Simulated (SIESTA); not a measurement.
Cu under changes of volume

One of the cells (12.047 Å³/atom); the others are scaled copies at fixed shape and fractional positions:

```
Cu
1.0
     0.00000    1.81947    1.81947
     1.81947    0.00000    1.81947
     1.81947    1.81947    0.00000
Cu
1
Cartesian
  0.0000 0.0000 0.0000
```

| Property | Result |
| --- | --- |
| Program | SIESTA 5.4.2 |
| Functional | PBE |
| Potentials or basis | PseudoDojo 0.4 standard (PBE files) |
| Basis | DZP (energy shift 0.003 Ry; two zetas on semicore shells) |
| Grid cutoff | 800 Ry |
| Energy shift | 0.003 Ry |
| k mesh | 13 × 13 × 13 |
| Occupations | fermi-dirac, width 0.05 eV |
| Spin | no spin polarisation |

```csv
volume (Å³/atom),energy over the lowest point (meV/atom),pressure (GPa)
11.102,28.46,12.2
11.338,13.28,8.4
11.574,3.75,4.6
12.047,0.00,-1.6
12.283,?,?
12.519,11.74,-6.3
```

Problem. What does the run at 12.283 Å³/atom give?

Solution. Energy over the lowest point 4.01 meV/atom; pressure -3.9 GPa.

Worked out: A Birch-Murnaghan fit of order 3 (a polynomial in V^(-2/3)) to the other rows has its minimum at 11.91 Å³/atom with B0 = V·E''(V) = 145 GPa and B' = 6.2. It gives 4.17 meV/atom at 12.283 Å³/atom, against the run's 4.01, and -dE/dV = -4.1 GPa, against -3.9.

Energies are extrapolated to zero smearing.

Caveats: short orbitals over semicore shells can move pressures by several GPa; the basis of atomic orbitals isn't converged, which shifts pressures, moduli and gaps.
